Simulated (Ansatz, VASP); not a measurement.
## Two plane-wave programs on Pt

```
Pt
1.0
     0.00000    1.95913    1.95913
     1.95913    0.00000    1.95913
     1.95913    1.95913    0.00000
Pt
1
Direct
  0.00000 0.00000 0.00000
```

Alike in both runs: functional PBEsol; k mesh 22 × 22 × 22; occupations fermi-dirac, width 0.05 eV; no spin polarisation.

Ansatz relaxed the structure, and its values are those at the end. VASP's run is a single point on that final structure, the one shown.

```csv
,VASP,Ansatz
version,VASP 6.6.1,Ansatz 0.2.0
potentials or method,"VASP PAW PBE potentials, release 64 (Pt)","PAW with Ansatz's default frozen-core files, scalar-relativistic"
plane-wave cutoff (eV),520,420
valence electrons in the cell,10,18
```

```tsv
	VASP	Ansatz	Ansatz less VASP
pressure (GPa)	-0.4	0.0	+0.42
```

The two sets of potentials don't hold the same shells in valence.

Caveats: the PAW data sets were made with another functional, which shifts forces and pressure a little (VASP). The runs have no spin-orbit coupling, so splittings on Pt are missing.
